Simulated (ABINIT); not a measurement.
# AlN (P6_3/mmc) in ABINIT: further runs

The runs below take AlN through single point, with LDA.

All numbers are computed with ABINIT 10.8.3 (patched build); they aren't measurements. Logs are shortened: lines on timing, memory, paths and dates and some standing lists are left out, and cuts for length are marked. The log counts tension as positive stress, the text compression.

### Step 1. The undisturbed crystal

The structure is hexagonal, space group P6_3/mmc (No. 194). Conventional cell: a = 3.312 Å, b = 3.312 Å, c = 4.188 Å, α = 90.00°, β = 90.00°, γ = 120.00°. Al (site symmetry -6m2) is surrounded by 5 N at 1.91 to 2.09 Å. N (site symmetry -6m2) is surrounded by 5 Al at 1.91 to 2.09 Å.

Measurements of this composition are mostly on another form, of space group No. 186.

### Step 2. Single point, LDA (cell squeezed)

File run.abi:

```
# Pseudopotentials
pp_dirpath "./"
pseudos "Al.upf, N.upf"

# Structure
acell 3.2673519336 3.2673519336 4.130967373 Angstrom
rprim
     1.0000000000     0.0000000000     0.0000000000
    -0.5000000000     0.8660254038     0.0000000000
     0.0000000000     0.0000000000     1.0000000000
ntypat 2
znucl 13 7
natom 4
typat 1 1 2 2
xred
     0.6666666667     0.3333333333     0.2500000000
     0.3333333333     0.6666666667     0.7500000000
     0.6666666667     0.3333333333     0.7500000000
     0.3333333333     0.6666666667     0.2500000000
chkprim 0
chksymtnons 0
tolsym 1.0e-6

# Plane-wave basis
ecut 35.0

# k points
kptopt 1
ngkpt 7 7 5
nshiftk 1
shiftk 0.0 0.0 0.0

# Exchange and correlation
ixc 7

# Bands and occupations
nband 12
occopt 3
tsmear 0.00183747

# SCF cycle
nstep 100
tolvrs 1.0e-10

# Output
iomode 3
prtwf 0
prteig 0
prtebands 0
enunit 2
prtden 1
prtvha 1
prtvclmb 1
prtpot 1
prtelf 1
```

Potentials or basis: PseudoDojo NC SR LDA v0.4.1 standard.

Command:

```bash
$ abinit run.abi > log 2>&1
```

run.abo:

```text
.Version 10.8.3 of ABINIT
 Symmetries : space group P6_3/m m c (#194); Bravais hP (primitive hexag.)
================================================================================
 Values of the parameters that define the memory need of the present run
     intxc =       0    ionmov =       0      iscf =       7    lmnmax =       6
     lnmax =       6     mgfft =      45  mpssoang =       3    mqgrid =    3001
     natom =       4  nloc_mem =       1    nspden =       1   nspinor =       1
    nsppol =       1      nsym =      24    n1xccc =    2501    ntypat =       2
    occopt =       3   xclevel =       1
       mpw =        2572          nfft =       58320          nkpt =          24
================================================================================
================================================================================

--------------------------------------------------------------------------------
------------- Echo of variables that govern the present computation ------------
--------------------------------------------------------------------------------
 -outvars: echo values of preprocessed input variables --------
            acell      6.1744003115E+00  6.1744003115E+00  7.8063969700E+00 Bohr
              amu      2.69815390E+01  1.40067400E+01
          chkprim           0
      chksymtnons           0
             ecut      3.50000000E+01 Hartree
           enunit           2
              ixc           7
         kptrlatt        7    0    0      0    7    0      0    0    5
          kptrlen      3.90319849E+01
            natom           4
            nband          12
            ngfft          36      36      45
             nkpt          24
            nstep         100
             nsym          24
           ntypat           2
           occopt           3
        prtebands           0
           prteig           0
           prtelf           1
           prtpot           1
         prtvclmb           1
           prtvha           1
            prtwf           0
            rprim      1.0000000000E+00  0.0000000000E+00  0.0000000000E+00
                      -5.0000000000E-01  8.6602540380E-01  0.0000000000E+00
                       0.0000000000E+00  0.0000000000E+00  1.0000000000E+00
          spgroup         194
           tolsym      1.00000000E-06
           tolvrs      1.00000000E-10
           tsmear      1.83747000E-03 Hartree
            typat      1  1  2  2
           xangst      1.6336759668E+00  9.4320325922E-01  1.0327418432E+00
                      -3.9428620952E-16  1.8864065184E+00  3.0982255297E+00
                       1.6336759668E+00  9.4320325922E-01  3.0982255297E+00
                      -3.9428620952E-16  1.8864065184E+00  1.0327418432E+00
            xcart      3.0872001557E+00  1.7823958410E+00  1.9515992425E+00
                      -7.4509295121E-16  3.5647916820E+00  5.8547977275E+00
[... 148 lines left out ...]
    4     -0.00000000000000     1.88640651843510     1.03274184325000

 cartesian forces (hartree/bohr) at end:
    1      0.00000000000000    -0.00000000000000    -0.00000000000000
    2      0.00000000000000     0.00000000000000     0.00000000000000
    3      0.00000000000000    -0.00000000000000    -0.00000000000000
    4     -0.00000000000000     0.00000000000000     0.00000000000000
 frms,max,avg= 2.8842929E-26 7.0641263E-26   0.000E+00  0.000E+00  0.000E+00 h/b

 cartesian forces (eV/Angstrom) at end:
    1      0.00000000000000    -0.00000000000000    -0.00000000000000
    2      0.00000000000000     0.00000000000000     0.00000000000000
    3      0.00000000000000    -0.00000000000000    -0.00000000000000
    4     -0.00000000000000     0.00000000000000     0.00000000000000
 frms,max,avg= 1.4831630E-24 3.6325198E-24   0.000E+00  0.000E+00  0.000E+00 e/A
 length scales=  6.174400311459  6.174400311459  7.806396970031 bohr
              =  3.267351933600  3.267351933600  4.130967373000 angstroms
 Fermi (or HOMO) energy (hartree) =   0.37311   Average Vxc (hartree)=  -0.41785
 Eigenvalues (hartree) for nkpt=  24  k points:
 kpt#   1, nband= 12, wtk=  0.00408, kpt=  0.0000  0.0000  0.0000 (reduced coord)
  -0.33073   -0.18590    0.02896    0.16716    0.16716    0.22985    0.22985    0.29167
   0.42411    0.46043    0.59666    0.59666
      occupation numbers for kpt#   1
   2.00000    2.00000    2.00000    2.00000    2.00000    2.00000    2.00000    2.00000
   0.00000    0.00000    0.00000    0.00000
 prteigrs : prtvol=0 or 1, do not print more k-points.

 Fermi (or HOMO) energy (eV) =  10.15286   Average Vxc (eV)= -11.37033
 Eigenvalues (   eV  ) for nkpt=  24  k points:
 kpt#   1, nband= 12, wtk=  0.00408, kpt=  0.0000  0.0000  0.0000 (reduced coord)
  -8.99975   -5.05850    0.78813    4.54873    4.54873    6.25467    6.25467    7.93671
  11.54076   12.52893   16.23583   16.23583
 prteigrs : prtvol=0 or 1, do not print more k-points.

--- !EnergyTerms
iteration_state     : {dtset: 1, }
comment             : Components of total free energy in Hartree
kinetic             :  1.66270207454239E+01
hartree             :  5.47785483238905E+00
xc                  : -8.57153935629435E+00
Ewald energy        : -2.24833568077052E+01
psp_core            :  7.30325263453491E-01
local_psp           : -1.59595096750595E+01
non_local_psp       : -1.49414743890328E+00
internal            : -2.56733524366959E+01
'-kT*entropy'       :  9.17447098476459E-16
total_energy        : -2.56733524366959E+01
total_energy_eV     : -6.98607509384129E+02
band_energy         :  8.05797036744896E-01
...

 Cartesian components of stress tensor (hartree/bohr^3)
  sigma(1 1)=  5.52437933E-05  sigma(3 2)=  0.00000000E+00
  sigma(2 2)=  5.52437932E-05  sigma(3 1)=  0.00000000E+00
  sigma(3 3)=  1.18460326E-04  sigma(2 1)=  0.00000000E+00

-Cartesian components of stress tensor (GPa)         [Pressure= -2.2453E+00 GPa]
- sigma(1 1)=  1.62532851E+00  sigma(3 2)=  0.00000000E+00
- sigma(2 2)=  1.62532851E+00  sigma(3 1)=  0.00000000E+00
- sigma(3 3)=  3.48522313E+00  sigma(2 1)=  0.00000000E+00

== END DATASET(S) ==============================================================
================================================================================

 -outvars: echo values of variables after computation  --------
            acell      6.1744003115E+00  6.1744003115E+00  7.8063969700E+00 Bohr
           etotal     -2.5673352437E+01
            fcart      7.6317195239E-29 -6.2945361734E-30 -1.1037697349E-27
                       3.2707369388E-29  6.9239897908E-29  1.1037697349E-27
                       2.0714667279E-28 -8.1828970255E-29 -7.0641263033E-26
                      -3.1617123742E-28  1.8883608520E-29  7.0641263033E-26
            rprim      1.0000000000E+00  0.0000000000E+00  0.0000000000E+00
                      -5.0000000000E-01  8.6602540380E-01  0.0000000000E+00
                       0.0000000000E+00  0.0000000000E+00  1.0000000000E+00
           strten      5.5243793338E-05  5.5243793234E-05  1.1846032634E-04
                       0.0000000000E+00  0.0000000000E+00  0.0000000000E+00
           xangst      1.6336759668E+00  9.4320325922E-01  1.0327418432E+00
                      -3.9428620952E-16  1.8864065184E+00  3.0982255297E+00
                       1.6336759668E+00  9.4320325922E-01  3.0982255297E+00
                      -3.9428620952E-16  1.8864065184E+00  1.0327418432E+00
             xred      6.6666666667E-01  3.3333333333E-01  2.5000000000E-01
                       3.3333333333E-01  6.6666666667E-01  7.5000000000E-01
                       6.6666666667E-01  3.3333333333E-01  7.5000000000E-01
                       3.3333333333E-01  6.6666666667E-01  2.5000000000E-01
 Calculation completed.
```

It took 22 s on 1 thread of Arm Neoverse V1, shared host; peak memory 0.07 GiB.

Results:

- Free energy: -698.6075 eV
- Pressure: -2.2 GPa
- Band gap on the k mesh: 3.60 eV, direct
- Valence electrons inside the program's atomic spheres: Al 1.12; N 5.42

Caveat: an odd mesh through Γ misses points on the zone boundary, where band edges often lie.

### Step 3. Single point, LDA (cell strained at random)

File run.abi:

```
# Pseudopotentials
pp_dirpath "./"
pseudos "Al.upf, N.upf"

# Structure
acell 6.2568309526 6.1995296564 7.9603333851
rprim
     0.9999633483     0.0063993286    -0.0056877551
    -0.4990096760     0.8665072966     0.0124277208
    -0.0056520861     0.0108668945     0.9999249794
ntypat 2
znucl 13 7
natom 4
typat 1 1 2 2
xred
     0.6666666667     0.3333333333     0.2500000000
     0.3333333333     0.6666666667     0.7500000000
     0.6666666667     0.3333333333     0.7500000000
     0.3333333333     0.6666666667     0.2500000000
chkprim 0
chksymtnons 0
tolsym 1.0e-6

# Plane-wave basis
ecut 1142.878222 eV

# k points
kptopt 1
ngkpt 7 7 5
nshiftk 1
shiftk 0.0 0.0 0.0

# Exchange and correlation
ixc 7

# Bands and occupations
nband 12
occopt 3
tsmear 0.05 eV

# SCF cycle
nstep 100
tolvrs 1.0e-10

# Output
iomode 3
prtwf 0
prtden 0
prteig 0
prtebands 0
```

Potentials or basis: PseudoDojo NC SR LDA v0.4.1 standard.

Command:

```bash
$ abinit run.abi > log 2>&1
```

Wall time 2.6 min (1 thread of Arm Neoverse V1, shared host); peak memory 0.15 GiB.

Results (log left out):

| Property | Result |
| --- | --- |
| Free energy | -698.5475 eV |
| Pressure | -9.5 GPa |
| Largest force | 0.179 eV/Å |
| Band gap on the k mesh | 3.25 eV, direct |
| Valence electrons inside the program's atomic spheres | Al 1.07; N 5.36 |

Forces on the atoms (eV/Å):
```
Al   0.133  0.051  0.000
Al  -0.133 -0.051  0.000
N    0.167  0.064  0.001
N   -0.167 -0.064 -0.001
```

Stress tensor (GPa, compression positive):
```
 -9.79  -2.11   2.24
 -2.11  -8.20  -4.31
  2.24  -4.31 -10.38
```

Levels at points of the mesh, in eV from the valence-band top:
```csv
k point,band 5,band 6,band 7,band 8,band 9,band 10,band 11,band 12
"(0.00, 0.00, 0.00)",-3.25,-1.69,-1.64,0.00,3.25,4.25,7.99,8.20
```

Caveat: an odd mesh through Γ misses points on the zone boundary, where band edges often lie.
